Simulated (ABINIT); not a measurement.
The system is Si2W.

```
W Si
1.0
    -1.60690    1.60690    3.91495
     1.60690   -1.60690    3.91495
     1.60690    1.60690   -3.91495
W Si
1 2
Direct
  0.00000 0.00000 0.00000
  0.66530 0.66530 0.00000
  0.33470 0.33470 0.00000
```

- Program: ABINIT 10.8.3 (patched build)
- Task: relaxation of cell and atoms
- Functional: revPBE
- Potentials or basis: JTH PAW PBE v2.0
- Cutoff: 517 eV
- k mesh: 8 × 8 × 8
- Occupations: fermi-dirac, width 0.05 eV
- Spin: no spin polarisation

At the start: pressure 5.3 GPa; volume 13.48 Å³/atom.

Problem. Where does the relaxation end?

Solution. Over 8 steps the energy falls by 5.2 meV/atom and the volume is 13.80 Å³/atom (+2.4 %); space group I4/mmm (No. 139, to 0.05 Å).

The path:
```tsv
step	energy change (eV)	largest force (eV/Å)	pressure (GPa)	volume (Å³)
1	0.0000	0.0546	5.31	40.44
2	-0.0140	0.0005	1.56	41.10
3	-0.0154	0.0169	0.05	41.38
4	-0.0154	0.0140	-0.01	41.39
5	-0.0154	0.0073	-0.02	41.40
6	-0.0154	0.0047	-0.01	41.40
7	-0.0155	0.0012	0.01	41.39
8	-0.0155	0.0001	0.01	41.40
```

Final structure:
```cif
data_structure
_symmetry_space_group_name_H-M 'P 1'
_symmetry_Int_Tables_number 1
_cell_length_a 4.5602
_cell_length_b 4.5602
_cell_length_c 4.5602
_cell_angle_alpha 138.380
_cell_angle_beta 138.380
_cell_angle_gamma 60.322
_cell_volume 41.40
loop_
_atom_site_label
_atom_site_type_symbol
_atom_site_fract_x
_atom_site_fract_y
_atom_site_fract_z
_atom_site_occupancy
W1 W 0.00000 0.00000 0.00000 1
Si1 Si 0.66526 0.66526 0.00000 1
Si2 Si 0.33474 0.33474 0.00000 1
```

Caveat: the PAW data sets were made with another functional, which shifts forces and pressure a little.
